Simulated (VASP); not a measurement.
# MoTe₂: relaxation of the cell, by dispersion

MoTe₂, P6_3/mmc (no. 194), 6 atoms in the cell.

| Dispersion | Volume (A^3) | Pressure left (GPa) | Ionic steps | SCF steps in all | Time (s) |
|---|---|---|---|---|---|
| none | 165.684 | 0.02 | 27 | 291 | 2396 |
| TS | 150.284 | -0.01 | 6 | 63 | 703 |
| TS by libMBD | 150.272 | -0.01 | 7 | 67 | 673 |
| TS by libMBD, surface set | 150.272 | -0.01 | 7 | 67 | 571 |

## Input of the first row

INCAR:
```
PREC = Accurate ; ENCUT = 600
EDIFF = 1E-7 ; ISMEAR = 0
SIGMA = 0.02 ; LREAL = False
LASPH = True ; ALGO = Normal
NELM = 100 ; ISIF = 3
LWAVE = False ; LCHARG = False
IBRION = 2 ; NSW = 50
EDIFFG = -0.01
```

KPOINTS:
```
k-points
0
Gamma
  6 6 2
```

POSCAR:
```
Te2Mo
1.0
    3.5182000000      0.0000000000      0.0000000000
   -1.7591000000      3.0468505756      0.0000000000
    0.0000000000      0.0000000000     13.9736000000
Te Mo
4 2
Direct
    0.6666666667      0.3333333333      0.3790000000
    0.3333333333      0.6666666667      0.8790000000
    0.6666666667      0.3333333333      0.1210000000
    0.3333333333      0.6666666667      0.6210000000
    0.6666666667      0.3333333333      0.7500000000
    0.3333333333      0.6666666667      0.2500000000
```

Commands:
```
cat potpaw_PBE.64/Te/POTCAR potpaw_PBE.64/Mo_sv/POTCAR > POTCAR
mpirun -np 1 vasp_std > vasp.out
```

Changes of the last row against the first:
```
+ IVDW = 14
+ LIBMBD_METHOD = ts
+ LIBMBD_VDW_PARAMS_KIND = tssurf
```

VASP 6.6.1 took 2396 s on 1 core (AMD EPYC 7R43 (Zen 3)), a shared host.
